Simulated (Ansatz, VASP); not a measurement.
# CsH: VASP beside Ansatz

```xyz
2
Lattice="3.8184 0.0000 0.0000 0.0000 3.8184 0.0000 0.0000 0.0000 3.9330" Properties=species:S:1:pos:R:3 pbc="T T T"
Cs    0.0000    0.0000    0.0000
H     1.9092    1.9092    1.9665
```

Change from the starting cell: strain +0.0300 x Voigt [0, 0, 1, 0, 0, 0], atoms carried along.

Alike in both runs: task single point; functional LDA; k mesh 8 × 8 × 8; occupations gaussian, width 0.05 eV; no spin polarisation.

```csv
,VASP,Ansatz
version,VASP 6.6.1,Ansatz 0.2.0
potentials or method,"VASP PAW LDA potentials, release 64 (Cs_sv, H)","scalar-relativistic, plane waves, PAW"
plane-wave cutoff (eV),520,420
valence electrons in the cell,10,10
```

```csv
,VASP,Ansatz,Ansatz less VASP
gap on the k mesh at the Fermi level (eV),2.13,2.16,+0.027
least direct gap on the mesh (eV),2.32,2.36,+0.045
pressure (GPa),-2.1,-2.2,-0.04
largest component of the traceless stress (GPa),0.69,0.68,-0.007
```

Caveats: spin-orbit coupling is left out, which moves the levels of the heavy elements. A k mesh can miss the band edges.
